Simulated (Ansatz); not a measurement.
System: zinc-blende ZnTe. Method: Hartree–Fock (PAW; Ansatz, a quantum-chemistry and plane-wave program).

Total energies, extrapolated to zero smearing (they compare only within this program, potentials and cutoff; free atoms with spin allowed, lowest state found):

```tsv
system	energy (eV/atom)
zinc-blende ZnTe, relaxed	-5100.2324
free Zn atom	-3280.0585
free Te atom	-6917.5071
```

Q: Work out the cohesive energy per atom.

A: E_coh = [1 × (-3280.0585) + 1 × (-6917.5071)]/2 − (-5100.2324) = 1.45 eV/atom. The reference value is 2.45 eV/atom (measured, zero-point energy (9/8 kB θD) added and atomic spin-orbit splittings removed, spin-orbit-averaged atoms; as tabulated in Albrecht et al. (1997), arXiv:cond-mat/9706128), not set against a level without spin–orbit coupling.

Spin–orbit coupling is left out; its size isn't shown.

The PAW data were made under PBE.

Note: the cell is over a tenth larger than the published one: the level's own overestimate first of all, though another phase or state, or a fault of the published cell, is possible.
